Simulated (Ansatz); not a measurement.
# Ag (Fm-3m) in Ansatz: further runs

The runs below take Ag through band structure, with PBE.

Everything below comes from runs of Ansatz 0.2.0. Logs are shortened: lines on timing, memory, paths and dates and some standing lists are left out, and cuts for length are marked.

### 1 Starting point

It takes space group Fm-3m (No. 225, cubic). Conventional cell: a = 4.085 Å, b = 4.085 Å, c = 4.085 Å, α = 90.00°, β = 90.00°, γ = 90.00°. Ag (site symmetry m-3m) has 12 Ag at 2.89 Å as nearest neighbours.

### 2 Band structure, PBE

input.yaml

```yaml
crystal:
  lattice:
    - [0.0, 2.04275, 2.04275]
    - [2.04275, 0.0, 2.04275]
    - [2.04275, 2.04275, 0.0]
  atoms:
    - { symbol: Ag, position: [0.0, 0.0, 0.0] }
hamiltonian:
  xc: pbe
  pseudopotentials: { kind: paw, level: accurate }
kpoints:
  mp_grid: { grid: [11, 11, 11] }
  band_path:
    path:
      - [[0.0, 0.0, 0.0], [0.5, 0.0, 0.5], [0.5, 0.25, 0.75], [0.375, 0.375, 0.75], [0.0, 0.0, 0.0], [0.5, 0.5, 0.5], [0.625, 0.25, 0.625], [0.5, 0.25, 0.75], [0.5, 0.5, 0.5], [0.375, 0.375, 0.75]]
      - [[0.625, 0.25, 0.625], [0.5, 0.0, 0.5]]
    npoints: 14
scf:
  occupations: { method: fermi_dirac, width: 0.05 }
  n_extra_bands: 6
output:
  forces: true
  stress: true
  eigenvalues: true
  fatbands: false
```

Potentials or basis: Ansatz PAW earlier set.

The run is started by

```console
$ ansatz run input.yaml --threads 2 --pin off --max-ram 5632MiB --backend cpu --events-out ev --progress --plain --runs-dir out
```

The program printed:

```text
Warning: RAYON_NUM_THREADS=2 ignored (pool sized by the plan → 2); use --threads N
scf.n_extra_bands = 6 over 10 filled bands (N_el = 19.0): the run solves 16 bands
Engine: ansatz 0.2.0, aarch64-unknown-linux-gnu
Pseudopotentials: kind: paw, level: accurate
Pseudopotential: Ag, paw, valence charge 19, recommended cutoff 680 eV (high), Ag.paw.azcp
Functional definition: PBE
  parameter kappa = 0.804
  parameter beta = 0.06672455060314922
  exchange = pbe_x(kappa = kappa, mu = beta*pi^2/3)
  correlation = pbe_c(beta = beta)
Crystal: 1 atoms, lattice volume = 17.048 Å³
Basis set: ecut = 680 eV, 701 PW (Γ), exchange–correlation on 50×50×50 points (8 copies of the dense FFT grid, shifted against one another)
Bands: 16, of which v1, the nominal top of the filled ones, is band 10 counted from 1 (9 counted from 0)
Symmetry: 48 space group operations
Space group: Fm-3m (ITA 225), of the structure as read, at distance tolerance 2.6e-5 Å
k-points: 56 of 1331
Non-local potential: Ag, projectors of the file, l = 0: 3, l = 1: 2, l = 2: 2, l = 3: 2
PAW form: soft (Blöchl's): semilocal exchange-correlation on the pseudo side does not see the compensation charge
PAW one-centre angular grid: Ag, 590 points (default); XC on 64 Gauss nodes
Initial density: superposition of atomic densities (chi_scale 0.1, normalization cell)
Initial wavefunctions: pseudopotential atomic-orbital guess
Functional: x = pbe(κ = 0.804, μ = 0.2195149727645171), c = pbe(β = 0.06672455060314922)
SCF iter   1: F=—  HF=-7605.785174 eV  |F-HF|=—  |Δ(HF+E_count)|=         —  Δρ=6.36e-2  dr2=7.55e-1  ethr=3.10e-3  ⟨swp⟩=5.9  Hψ=4804  notcnv=0
preconditioner: auto → none  [insulator: Δε(μ)=0.162 eV  Ē_g=19.382 eV  σ=0.050 eV  W_gap=0.66  n_scr=8 (ndim 8)  ℏωp=29.8 eV  f_vac=0.000  D(μ)=0.23/eV (n_scr^D=0)  ε∞_Penn≈3.4]
SCF iter   2: F=—  HF=-7605.600106 eV  |F-HF|=—  |Δ(HF+E_count)|=   1.85e-1  Δρ=2.79e-2  dr2=8.42e-2  ethr=3.10e-3  ⟨swp⟩=2.6  Hψ=1967  notcnv=0  defer=98
SCF iter   3: F=—  HF=-7605.551547 eV  |F-HF|=—  |Δ(HF+E_count)|=   4.86e-2  Δρ=7.81e-3  dr2=6.64e-3  ethr=4.43e-4  ⟨swp⟩=2.6  Hψ=1709  notcnv=0  defer=98
SCF iter   4: F=—  HF=-7605.549192 eV  |F-HF|=—  |Δ(HF+E_count)|=   2.36e-3  Δρ=6.15e-4  dr2=5.24e-5  ethr=3.49e-5  ⟨swp⟩=2.0  Hψ=1299  notcnv=0  defer=98
SCF iter   5: F=—  HF=-7605.549192 eV  |F-HF|=—  |Δ(HF+E_count)|=   2.97e-7  Δρ=7.77e-5  dr2=2.62e-7  ethr=2.76e-7  ⟨swp⟩=2.5  Hψ=1087  notcnv=0  defer=98
SCF iter   6: F=-7605.549193 eV  HF=-7605.549193 eV  |F-HF|=8.36e-10  |Δ(HF+E_count)|=   3.25e-7  Δρ=3.48e-6  dr2=4.91e-10  ethr=5.26e-10  ⟨swp⟩=9.0  Hψ=4590  notcnv=0
SCF 1 converged in 6 iterations: F = -7605.549193 eV  dr2 = 4.91e-10
NSCF: frozen V_eff on 142 k-points
SCF converged after 6 iterations
Free energy (F): -7605.549193 eV
Harris-Foulkes:  -7605.549193 eV  (|F-HF|=8.36e-10)
Internal energy: -7605.546452 eV  (E = F + TS)
E sigma→0 (E₀):  -7605.547823 eV
Entropy (-TS):   -0.002740 eV (-2.740 meV/atom)
Fermi energy:    19.368373 eV
--- Per-component energies (eV) ---
  E_band       = -200.968619
  E_kinetic    = 558.186852
  E_local      = -2368.212488  (includes V_loc(G=0)·N_el)
  E_nonlocal   = 191.217347
  E_hartree    = 761.619119
  E_xc         = -153.492990
  E_vxc        = -197.612981  (∫ρ·V_xc dr)
  E_paw        = -3678.041355  (= ΣΔE_a)
  E_vpaw       = 92.214818  (= ΣTr[D̂ρ^β])
  E_aug_tail   = -0.000001  (compensation charges beyond the density's cutoff)
  E_ewald      = -2916.822938
  E_smearing   = -0.002740  (= −TS)
  E_closure    = 0.000000  (closes the sum)
  Σ components = -7605.549193   (vs F -7605.549193, Δ=0.00e0)
--- Forces (eV/Å), atoms counted from 1 ---
  atom   1  Ag     0.00000000    -0.00000000    -0.00000000
  max |Σ_I F_I| component: 5.14e-32 eV/Å
--- Stress (GPa, compression-positive) ---
        4.447867      -0.000000       0.000000
        0.000000       4.447867      -0.000000
        0.000000       0.000000       4.447867
  P = ⅓ Tr σ = 4.4479 GPa (44.479 kbar)
--- Band table (eV; the first three rows and the last of 56) ---
  k-point 0: bands = ["-72.8835", "-36.2542", "-36.2542", "-36.2542", "11.3410", "14.3241", "14.3241", "14.3241", "15.3623", "15.3623", "35.0003", "38.5838", "38.5838", "38.5838", "43.5652", "44.4625"]
  k-point 1: bands = ["-72.8822", "-36.2673", "-36.2561", "-36.2561", "11.5968", "14.2687", "14.3927", "14.3927", "15.3380", "15.3380", "34.9774", "36.8418", "38.6963", "38.6963", "43.0455", "44.1018"]
  k-point 2: bands = ["-72.8785", "-36.3023", "-36.2614", "-36.2614", "12.2628", "14.2332", "14.5156", "14.5156", "15.3473", "15.3473", "32.8334", "35.8757", "38.8612", "38.8612", "41.8165", "42.9963"]
  k-point 55: bands = ["-72.8607", "-36.3687", "-36.3599", "-36.3145", "13.4374", "13.8495", "14.2709", "15.3830", "16.3085", "24.4791", "24.6640", "26.4455", "28.3361", "40.1541", "42.4467", "44.1053"]
```

bands.tsv:

```text
# k_distance	band_0	band_1	band_2	band_3	band_4	band_5	band_6	band_7	band_8	band_9	band_10	band_11	band_12	band_13	band_14	band_15
[... 158 lines left out ...]
9.755717	-92.228898	-55.777102	-55.687632	-55.685026	-6.656923	-6.516946	-3.271904	-3.101979	-3.012292	1.515954	6.503665	9.939541	10.508308	16.873959	17.484244	28.351862
9.794556	-92.228898	-55.777826	-55.686541	-55.685376	-6.673989	-6.533690	-3.254230	-3.045702	-3.004797	1.424509	6.500589	10.188444	10.450359	16.879871	17.202371	28.429953
9.833394	-92.228898	-55.778261	-55.685879	-55.685587	-6.684612	-6.543467	-3.243505	-3.010686	-3.000294	1.368386	6.498737	10.348425	10.415455	16.868718	17.037430	28.478193
9.872233	-92.228898	-55.778406	-55.685658	-55.685658	-6.688217	-6.546681	-3.239910	-2.998792	-2.998792	1.349456	6.498120	10.403798	10.403798	16.852813	16.992609	28.494514
```

Run time: 2 s. Hardware: 2 threads of Arm Neoverse V2, shared host; peak memory 0.28 GiB.

Results:

```
Free energy            : -7605.5492 eV
Pressure               : 4.4 GPa
Band gap on the k mesh : none (metal or under the smearing width)
```

Levels at the corners of the path, in eV from the Fermi level:
```
point  band 7  band 8  band 9  band 10  band 11  band 12
    Γ   -5.04   -5.04   -4.01    -4.01    15.63    19.22
    X   -3.24   -3.00   -3.00     1.35     6.50    10.40
    W   -5.32   -4.00   -3.00     5.71     5.71     6.74
    K   -4.33   -3.79   -3.28     4.05     5.01     6.90
    Γ   -5.04   -5.04   -4.01    -4.01    15.63    19.22
    L   -5.07   -3.21   -3.21    -0.66     3.36    14.90
    U   -4.33   -3.79   -3.28     4.05     5.01     6.90
    W   -5.32   -4.00   -3.00     5.71     5.71     6.74
    L   -5.07   -3.21   -3.21    -0.66     3.36    14.90
    K   -4.33   -3.79   -3.28     4.05     5.01     6.90
    U   -4.33   -3.79   -3.28     4.05     5.01     6.90
    X   -3.24   -3.00   -3.00     1.35     6.50    10.40
```

### 3 Band structure, PBE

Edit input.yaml of step 2 so:

```diff
@@ -9,3 +9,3 @@
   xc: pbe
-  pseudopotentials: { kind: paw, level: accurate }
+  pseudopotentials: { kind: paw, source: jth }
 kpoints:
```

Potentials or basis: JTH PAW.

The run is started by

```console
$ ansatz run input.yaml --threads 2 --pin off --max-ram 5632MiB --backend cpu --events-out ev --progress --plain --runs-dir out
```

It took 2.8 s on 2 threads of Arm Neoverse V2, shared host; peak memory 0.34 GiB.

Results (log left out):

```
Free energy            : -4834.7887 eV
Pressure               : 4.6 GPa
Band gap on the k mesh : none (metal or under the smearing width)
```

Levels at the corners of the path, in eV from the Fermi level:
```csv
point,band 1,band 2,band 3,band 4,band 5,band 6,band 7,band 8,band 9,band 10
Γ,-8.03,-5.06,-5.06,-5.06,-4.03,-4.03,16.45,19.86,19.86,19.86
X,-6.70,-6.56,-3.27,-3.03,-3.03,1.37,6.48,10.55,10.55,16.89
W,-5.95,-5.33,-5.33,-4.02,-3.03,5.72,5.72,6.79,7.94,23.05
K,-6.26,-5.84,-4.34,-3.81,-3.31,4.05,5.03,6.90,12.64,16.70
Γ,-8.03,-5.06,-5.06,-5.06,-4.03,-4.03,16.45,19.86,19.86,19.86
L,-6.65,-5.08,-5.08,-3.23,-3.23,-0.65,3.34,15.54,17.94,17.94
U,-6.26,-5.84,-4.34,-3.81,-3.31,4.05,5.03,6.90,12.64,16.70
W,-5.95,-5.33,-5.33,-4.02,-3.03,5.72,5.72,6.79,7.94,23.05
L,-6.65,-5.08,-5.08,-3.23,-3.23,-0.65,3.34,15.54,17.94,17.94
K,-6.26,-5.84,-4.34,-3.81,-3.31,4.05,5.03,6.90,12.64,16.70
U,-6.26,-5.84,-4.34,-3.81,-3.31,4.05,5.03,6.90,12.64,16.70
X,-6.70,-6.56,-3.27,-3.03,-3.03,1.37,6.48,10.55,10.55,16.89
```

### 4 Band structure, PBE

Edit input.yaml of step 3 so:

```diff
@@ -9,3 +9,3 @@
   xc: pbe
-  pseudopotentials: { kind: paw, source: jth }
+  pseudopotentials: { kind: nc, source: spms }
 kpoints:
@@ -25 +25,5 @@
   fatbands: false
+  write_density: true
+  write_potential: true
+  elf: true
+  volumetric_format: npy
```

Potentials or basis: SPMS NC.

The run is started by

```console
$ ansatz run input.yaml --threads 2 --pin off --max-ram 5632MiB --backend cpu --events-out ev --progress --plain --runs-dir out
```

Run time: 1.3 s. Hardware: 2 threads of Arm Neoverse V2, shared host; peak memory 0.25 GiB.

Results (log left out):

```
Free energy            : -4047.7027 eV
Pressure               : 4.6 GPa
Band gap on the k mesh : none (metal or under the smearing width)
```

Levels at the corners of the path, in eV from the Fermi level:
```csv
point,band 7,band 8,band 9,band 10,band 11,band 12
Γ,-5.01,-5.01,-3.97,-3.97,15.94,19.48
X,-3.20,-2.96,-2.96,1.34,6.50,10.45
W,-5.29,-3.96,-2.96,5.71,5.71,6.76
K,-4.29,-3.74,-3.24,4.05,5.02,6.90
Γ,-5.01,-5.01,-3.97,-3.97,15.94,19.48
L,-5.03,-3.17,-3.17,-0.66,3.37,15.14
U,-4.29,-3.74,-3.24,4.05,5.02,6.90
W,-5.29,-3.96,-2.96,5.71,5.71,6.76
L,-5.03,-3.17,-3.17,-0.66,3.37,15.14
K,-4.29,-3.74,-3.24,4.05,5.02,6.90
U,-4.29,-3.74,-3.24,4.05,5.02,6.90
X,-3.20,-2.96,-2.96,1.34,6.50,10.45
```

### 5 Band structure, PBE

Edit input.yaml of step 4 so:

```diff
@@ -9,3 +9,3 @@
   xc: pbe
-  pseudopotentials: { kind: nc, source: spms }
+  pseudopotentials: { kind: nc, accuracy: standard }
 kpoints:
@@ -24,3 +24,3 @@
   eigenvalues: true
-  fatbands: false
+  fatbands: true
   write_density: true
```

Potentials or basis: PseudoDojo standard (PBE files).

The run is started by

```console
$ ansatz run input.yaml --threads 2 --pin off --max-ram 5632MiB --backend cpu --events-out ev --progress --plain --runs-dir out
```

Wall time 3.9 s (2 threads of Arm Neoverse V2, shared host); peak memory 0.33 GiB.

It converged, with:

| Item | Value |
| --- | --- |
| Free energy | -4218.2773 eV |
| Pressure | 4.4 GPa |
| Band gap on the k mesh | none (metal or under the smearing width) |

Levels at the corners of the path, in eV from the Fermi level:
| point | band 6 | band 7 | band 8 | band 9 | band 10 | band 11 | band 12 | band 13 |
| --- | --- | --- | --- | --- | --- | --- | --- | --- |
| Γ | -5.04 | -5.04 | -5.04 | -4.00 | -4.00 | 15.95 | 19.49 | 19.49 |
| X | -6.54 | -3.23 | -2.99 | -2.99 | 1.35 | 6.49 | 10.46 | 10.46 |
| W | -5.31 | -5.31 | -3.99 | -2.99 | 5.71 | 5.71 | 6.76 | 7.94 |
| K | -5.82 | -4.32 | -3.78 | -3.28 | 4.05 | 5.02 | 6.90 | 12.56 |
| Γ | -5.04 | -5.04 | -5.04 | -4.00 | -4.00 | 15.95 | 19.49 | 19.49 |
| L | -5.06 | -5.06 | -3.20 | -3.20 | -0.66 | 3.36 | 15.15 | 17.72 |
| U | -5.82 | -4.32 | -3.78 | -3.28 | 4.05 | 5.02 | 6.90 | 12.56 |
| W | -5.31 | -5.31 | -3.99 | -2.99 | 5.71 | 5.71 | 6.76 | 7.94 |
| L | -5.06 | -5.06 | -3.20 | -3.20 | -0.66 | 3.36 | 15.15 | 17.72 |
| K | -5.82 | -4.32 | -3.78 | -3.28 | 4.05 | 5.02 | 6.90 | 12.56 |
| U | -5.82 | -4.32 | -3.78 | -3.28 | 4.05 | 5.02 | 6.90 | 12.56 |
| X | -6.54 | -3.23 | -2.99 | -2.99 | 1.35 | 6.49 | 10.46 | 10.46 |

### 6 Overview

```tsv
potentials or basis	cutoff (eV)	gap on the mesh (eV)	pressure (GPa)
Ansatz PAW earlier set	680	none	4.4
JTH PAW	1380	none	4.6
SPMS NC	599	none	4.6
PseudoDojo standard (PBE files)	1116	none	4.4
```

Alike in all rows: task band structure; level PBE; no spin polarisation; cell as given; k mesh 11 × 11 × 11; smearing fermi-dirac 0.05 eV.

Absolute energies hang on the potentials; compare differences alone.
